# States at the Fermi level in a slab of AlN

A slab is cut from a crystal of aluminium nitride, five atomic planes thick, with vacuum above and below. Every plane contains two Al and two N atoms. A density functional calculation collects the electronic states in the last 0.25 eV below the Fermi level and asks on which planes they sit.

Clean AlN slab, relaxed with its lower half held at bulk positions, computed with Ansatz 0.2.0 (PBE, plane-wave PAW, no spin polarisation). The cutoff is 420 eV, the k mesh 20 × 11 × 1 and the Gaussian smearing 0.05 eV. Plane shares cover the states from −0.25 to 0 eV relative to the Fermi level, each counted as full; heights are measured from the top atom.

| row | plane share | plane formula | plane height (Å) |
| --- | --- | --- | --- |
| 1 | 0.151 | Al2N2 | -10.118 |
| 2 | 0.012 | Al2N2 | -7.749 |
| 3 | 0.019 | Al2N2 | -5.369 |
| 4 | 0.125 | Al2N2 | -2.982 |
| 5 | 0.694 | Al2N2 | -0.639 |

Row 1 is the bottom plane and row 5 the top one. The plane height is measured from the topmost atom, so it is negative. The plane share is the fraction of the collected states found on that plane.

The equal formulas hide a difference between the two faces. The atomic positions show that the slab ends in N atoms at the top and in Al atoms at the bottom, and that the atoms at both ends lack some of their four bulk neighbours.

## (a) Why the outer planes?

**Bulk AlN is an insulator with a wide gap, yet this slab has no gap. Why do the states at its Fermi level sit on the outer planes, and why does the share rise again at row 1?**

**Solution.** Consider first a slab whose states at the Fermi level run through the whole crystal, as in an ordinary metal. Five planes of equal composition would then hold about 0.2 each. The two planes next to the bottom one hold 0.012 and 0.019, so this picture fails by a factor of ten or more.

Now consider the perfect crystal without faces. Each Al–N bond has a filled bonding level and an empty antibonding level, and the gap lies between the bands that these form. No state of the interior has an energy in the gap. A state found there needs a place where the regular crystal is interrupted, and in a clean slab without defects the only such places are the two faces.

By the atomic positions, the outermost atom of each face has lost two of its four partners, and the next one has lost one. Each loss leaves an orbital without a bond, a dangling bond. Such an orbital is neither pushed down nor pushed up by a partner, so its level can fall in or near the gap. With one active face the share would drop from that face inwards and stay low to the far side. With two active faces it must rise again at the other end, and this is what row 1 does. The row that seems to break the trend is the start of a second trend, which runs upwards from the bottom.

It remains to see why both faces have states at the same Fermi level, since a dangling bond on N lies lower in energy than one on Al. In the usual electron count an Al atom gives 3/4 of an electron to each of its four bonds and an N atom gives 5/4. After the cut, electrons can lower their energy by moving from the Al face to the N face. The transfer charges the N face negatively, which raises the levels there and lowers those on the Al face.

The two sets of levels can meet before the transfer is complete. Both faces are then left with partly filled states, and the slab is metallic. This account is standard theory for such a polar slab. The calculation agrees with it in two respects: the gap is absent, and removing an electron through the top face costs 7.6 eV against 4.5 eV through the bottom. The second comparison has the expected sign, but it also contains the local dipole of each face.

## (b) How empty should the inner planes be?

**The same calculation also sorted the states in other energy windows. The table below gives states per eV and cell, both spins counted, with energies from the Fermi level. Can the shares of rows 2 and 3 in the main table be estimated from its other rows and the windows above the Fermi level?**

| Window (eV) | Row 1 | Row 2 | Row 3 | Row 4 | Row 5 |
|---|---|---|---|---|---|
| −2 to −1 | 0.63 | 0.54 | 2.43 | 3.30 | 2.85 |
| −0.25 to 0 | 2.00 | 0.16 | 0.25 | 1.66 | 9.21 |
| 0.25 to 0.5 | 1.32 | 0.090 | 0.024 | 0.097 | 1.49 |
| 0.5 to 1 | 1.60 | 0.115 | 0.010 | 0.026 | 0.97 |
| 1 to 1.5 | 0.510 | 0.0318 | 0.003 | 0.0002 | 0.0001 |

**Solution.** An electron whose energy lies in the gap cannot travel through the crystal as a wave. Its wave function can still reach in from the face, but it shrinks by about the same factor with each repeat of the lattice. The simplest model therefore gives each face a tail with a constant factor per plane and adds the two tails.

The factor for the top follows from rows 5 and 4 of the main table: 0.125/0.694 = 0.18. The factor for the bottom is best read where the top doesn't disturb it. In the window from 1 to 1.5 eV the top plane is practically empty, and rows 2 and 1 give 0.0318/0.510 = 0.062. The highest levels of the calculation are only loosely converged, but the window from 0.5 to 1 eV gives a similar 0.07.

The estimate then reads:

- Row 3: 0.694 × 0.18² + 0.151 × 0.062² ≈ 0.022 + 0.001 = 0.023
- Row 2: 0.694 × 0.18³ + 0.151 × 0.062 ≈ 0.004 + 0.009 = 0.013

The calculation has 0.019 and 0.012. The estimates are too high by about 20% and 12% of these values. Rows 1, 4 and 5 supplied the input and test nothing, while rows 2 and 3 were not used.

The two terms show what each inner plane contains. Row 3, the middle of the slab, holds almost only the end of the top tail. Row 2 belongs mostly to the bottom face, although that face is the weaker one, because it is next door. The top tail alone would leave about 0.0007 on row 1, some two hundred times less than is found there. That is the numerical case for a second source.

The model doesn't explain the small difference between rows 2 and 3 in detail. That difference is 0.007, and the miss on row 3 alone is more than half of it. A constant factor is also a simplification, because the window collects many states and each has its own decay. In addition, the step from the outermost plane to the next reflects the size of the dangling orbital itself as well as the decay behind it.

The top tail falls by a factor e over roughly 1.4 Å, which is less than the 2.3 Å between planes. A face state is thus essentially a matter of one plane, with a weak trace on the second. Kohn–Sham gaps of this kind are known to be too narrow, and the decay depends on how far a level lies from the band edges, so the factors belong to this level of theory.

## (c) Is the Al face poor in states?

**Row 5 has more than four times the share of row 1. Why doesn't this mean that the Al face has few states at the Fermi level, and why does the ranking change when the window is moved?**

**Solution.** A share is a ratio, and its denominator contains the other face. Take the limit of a window placed above all the states of the N face. The bottom plane and its tail would then hold nearly everything, even if only a handful of states were left. A share can approach one without any gain in states.

The highest window comes close to this limit. The share of the bottom plane there is 0.94, about six times its value in the main table. Yet its number of states per eV has dropped to a quarter, from 2.0 to 0.51. The bottom plane leads because the top has run out of states. These highest levels are only loosely converged, but the window from 0.5 to 1 eV points the same way: the bottom share is 0.59 there, with 1.6 states per eV.

The main table shows the opposite situation. The bottom plane has more states per eV there than in any other window of the calculation, and still its share is small. It is outnumbered by the top plane, which has 9.2 states per eV just below the Fermi level. More than one band must contribute, because a band holds two electrons per cell and the top plane alone has 2.3 states in this window. A likely reason for the crowding is that some dangling orbitals on neighbouring N atoms overlap weakly. Their bands are then nearly flat and pack many states into a small range of energy. Other states of the top plane are spread more widely and reach up to the window from 0.5 to 1 eV.

This gives a rule for other windows: find out which face has levels at that energy, and draw a tail inwards from each. Between 0.25 and 0.5 eV the densest group of N states has been left behind, and the two faces have 1.5 and 1.3 states per eV. Two faces of similar weight should leave a valley between them, and the calculation has one. That rows 2 and 4 are about equally low in it doesn't follow from the factors of part (b), however. The top factor has fallen from 0.18 to 0.065, while the bottom one is still about 0.07. A factor should therefore be borrowed from another window only if it is seen to stay steady, as the bottom one does.

The rule ends where the interior has states of its own. Between −2 and −1 eV row 4 holds more than row 5, so the picture of a tail no longer applies. These are valence states of the crystal, but they don't fill it evenly: row 4 has six times as many as row 2, though each lies one plane in from a face.

The charge transfer of part (a) offers an explanation. If the N face is negative, the valence band edge rises towards the top, and a window at fixed energy meets valence states in the upper planes first. The Fermi level then lies close to the valence edge near the N face. That could also help to explain why the top tail reaches further in than the bottom one, since decay is slow near a band edge. It can't be the whole reason, however. From the window just below the main one to the window just above it, the ratio of row 4 to row 5 rises from 0.16 to 0.22, although the energy moves away from the valence edge. The shape of the face states probably counts as well. The uneven filling supports this tilt but doesn't prove it, because the two faces differ in other ways too.

Three choices in the calculation limit what the shares say about a real surface. The bottom face was left bare and held at bulk positions, so row 1 describes the underside of a model and should be set aside by a reader interested in the top surface alone. The Fermi level is common to both faces, however, so a different underside could shift the top shares as well. The second choice, a thickness of only five planes, could do the same.

The third choice concerns the largest share in the table. The electrons were not allowed to polarise in spin, and a dense, partly filled band of N orbitals is a typical candidate for doing so. Polarisation would move some of its states up and others down in energy, and the 0.694 of the top plane would change with them. A rearrangement of the surface atoms over a larger cell could have a similar effect. The confinement to the faces rests on the gap of the crystal and is the safer result; the exact division between the faces is the less certain one.
